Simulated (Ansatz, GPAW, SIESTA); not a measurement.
# Rh: 4 runs at one level of theory

```
Rh
1.0
     2.69174    0.00000    0.00000
    -1.34587    2.33112    0.00000
     0.00000    0.00000    8.79807
Rh
4
Direct
  0.67596 0.32886 0.74933
  0.01717 0.02914 0.50337
  0.30521 0.64707 0.24877
  0.02681 0.99802 0.00354
```

This isn't the form of Rh at room conditions, which is fcc.

Atoms were shifted at random by some hundredths of an Å from the given cell, which wasn't relaxed again for these runs.

Alike in all runs: task single point; functional PBEsol; k mesh 11 × 11 × 3; occupations fermi-dirac, width 0.05 eV; no spin polarisation; no spin-orbit coupling. Pressure is positive in compression and, in plane waves, holds the error of the finite cutoff, which Ansatz's Pulay term estimates and takes out.

| program and potentials | plane-wave cutoff (eV) | notes | pressure (GPa) | largest force (eV/Å) | energy over the undisturbed cell (meV/atom) |
| --- | --- | --- | --- | --- | --- |
| Ansatz, Ansatz PAW | 420 | potentials made for PBE, which Ansatz adapts in part; 17 valence electrons an atom on average; Pulay term of +0.09 GPa included | -4.99 | 0.644 | 13.84 |
| Ansatz, all-electron LAPW, scalar-relativistic | - | - | -5.00 | 0.645 | - |
| GPAW, PAW data sets generated for this functional | 600 | 15 valence electrons an atom on average | ? | ? | ? |
| SIESTA, files PseudoDojo sr-pbesol-0.4.1-standard, DZP (energy shift 0.003 Ry; two zetas on semicore shells) | - | atomic basis; 17 valence electrons an atom on average | -0.71 | 0.742 | 15.18 |

Estimate from the other rows what the run with GPAW, PAW data sets generated for this functional gave.

Pressure -2.71 GPa; largest force 0.655 eV/Å; energy over the undisturbed cell 14.00 meV/atom. The other rows, which needn't bracket it: pressure -5.00 to -0.71; largest force 0.644 to 0.742; energy over the undisturbed cell 13.84 to 15.18.
